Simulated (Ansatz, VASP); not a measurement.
Two plane-wave programs on BaS

```xyz
2
Lattice="0.0000 3.1583 3.1583 3.1583 0.0000 3.1583 3.1583 3.1583 0.0000" Properties=species:S:1:pos:R:3 pbc="T T T"
Ba    3.1583    3.1583    3.1583
S     0.0000    0.0000    0.0000
```

Alike in both runs: task single point; functional PBE; dispersion D3(BJ); k mesh 6 × 6 × 6; occupations gaussian, width 0.05 eV; no spin polarisation.

|  | VASP | Ansatz |
| --- | --- | --- |
| version | VASP 6.6.1 | Ansatz 0.2.0 |
| potentials or method | VASP PAW PBE potentials, release 64 (Ba_sv, S) | scalar-relativistic, plane waves, PAW |
| plane-wave cutoff (eV) | 520 | 420 |
| valence electrons in the cell | 16 | 16 |

```csv
,VASP,Ansatz,Ansatz less VASP
gap on the k mesh at the Fermi level (eV),2.05,2.15,+0.107
least direct gap on the mesh (eV),2.16,2.24,+0.072
pressure (GPa),1.6,0.9,-0.67
dispersion energy (meV/atom),-287.3,-287.4,-0.11
```

Caveats: spin-orbit coupling is left out, which moves the levels of the heavy elements. PBE gaps usually lie below the measured ones, often by a third to a half. A k mesh can miss the band edges.
